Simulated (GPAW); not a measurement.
Write an ASE script for GPAW 26.7.0 that does the following.

```yaml
Task: single point
Functional: PBE
Potentials_or_basis: GPAW PAW data sets (gpaw-data 1.2.1)
Cutoff: 800 eV
Basis: pw
k_mesh: 8 × 8 × 8
Occupations: gaussian, width 0.013 eV
Spin: no spin polarisation
Maxiter: 150
```

Crystal: BeTe.

```
Te Be
1.0
     0.00000    2.77000    2.77000
     2.77000    0.00000    2.77000
     2.77000    2.77000    0.00000
Te Be
1 1
Direct
  0.75000 0.75000 0.75000
  0.00000 0.00000 0.00000
```

One way to write it, as run:

run.py

```python
from ase import Atoms
from ase.dft.bandgap import bandgap
from ase.io import write
from ase.units import GPa
from gpaw import GPAW, PW

atoms = Atoms(['Te', 'Be'],
              cell=[[0.0, 2.77, 2.77],
                    [2.77, 0.0, 2.77],
                    [2.77, 2.77, 0.0]],
              scaled_positions=[[0.75, 0.75, 0.75],
                                [0.0, 0.0, 0.0]],
              pbc=True)

calc = GPAW(mode=PW(800),
            xc='PBE',
            kpts={'size': (8, 8, 8), 'gamma': True},
            occupations={'name': 'methfessel-paxton', 'order': 0, 'width': 0.013000000000000001},
            nbands=11,
            convergence={'density': 1e-05, 'energy': 1e-05},
            maxiter=150,
            txt='gpaw.txt')
atoms.calc = calc
energy = atoms.get_potential_energy()
forces = atoms.get_forces()
stress = atoms.get_stress()
calc.write('gs.gpw')
write('result.traj', atoms)
print(f'Energy: {energy:.6f} eV')
print('Forces (eV/A):')
print(forces.round(4))
print('Stress (GPa):', (stress / GPa).round(3))
print('Fermi level:', round(calc.get_fermi_level(), 4), 'eV')
print(f'Gap: {bandgap(calc)[0]:.4f} eV, direct: {bandgap(calc, direct=True)[0]:.4f} eV')
```

Potentials or basis: GPAW PAW data sets (gpaw-data 1.2.1), pw.

Launch:

```bash
$ OMP_NUM_THREADS=1 python run.py
```

Results of the run:

```json
{
  "Pressure": "4.4 GPa",
  "Band gap on the k mesh": "1.86 eV, indirect (least direct gap 3.58 eV)"
}
```

Caveat: spin-orbit coupling is left out, which moves the levels of the heavy elements.

Wall time 26 s on 1 thread of AMD EPYC 7571 (shared host), peak memory 0.17 GiB.
